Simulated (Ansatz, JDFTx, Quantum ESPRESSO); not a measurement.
## One calculation of BN, 3 ways

```
N B
1.0
     0.00000    1.81300    1.81300
     1.81300    0.00000    1.81300
     1.81300    1.81300    0.00000
N B
1 1
Direct
  0.25000 0.25000 0.25000
  0.00000 0.00000 0.00000
```

The cell is a database's computed one, not the measured one.

Alike in all runs: task equation of state; functional PBEsol; k mesh 13 × 13 × 13; occupations fermi-dirac, width 0.05 eV; no spin polarisation; no spin-orbit coupling.

```
                                        program and potentials  plane-wave cutoff (eV)  notes  equilibrium volume (Å³/atom)  bulk modulus (GPa)
         Quantum ESPRESSO, PseudoDojo 0.4.1 SR PBEsol standard                    1143      -                          5.87               385.2
JDFTx, PseudoDojo-SR-PBEsol-0.4.1-standard with smoothed tails                    1143      -                          5.87               385.1
                Ansatz, all-electron LAPW, scalar-relativistic                       -      -                          5.86               385.8
```

The equilibrium volume spans 5.86 (Ansatz, all-electron LAPW, scalar-relativistic) to 5.87 Å³/atom (JDFTx, PseudoDojo-SR-PBEsol-0.4.1-standard with smoothed tails), with all-electron results at 5.86. The bulk modulus spans 385.1 (JDFTx, PseudoDojo-SR-PBEsol-0.4.1-standard with smoothed tails) to 385.8 GPa (Ansatz, all-electron LAPW, scalar-relativistic), with all-electron results at 385.8.

Differences between rows come from potentials, basis sets and numerical settings, since the functional is the same but for its coding. Runs on potential files found faulty are left out.

All three calculations describe the same dense, very stiff zinc-blende BN, with bulk moduli from 385.1 to 385.8 GPa. The stiffness comes from a three-dimensional network of short, strongly directional sp³ bonds. Boron and nitrogen have no p electrons in their cores, so their 2p orbitals are compact and overlap well at short range, while the electronegativity difference adds a polar contribution to the covalent bonding.

The two plane-wave results test mainly the codes, because their potentials are closely related; the all-electron result is the more independent check on the potentials. Its close agreement suggests that the pseudopotentials reproduce the valence response to compression well, and the remaining differences are too small to carry a chemical meaning. The input cell is slightly larger than any of the equilibrium volumes, probably because it was relaxed with a functional that gives longer bonds, such as PBE. Curvature around this one minimum says nothing about the energy of the cubic phase relative to layered hexagonal BN.
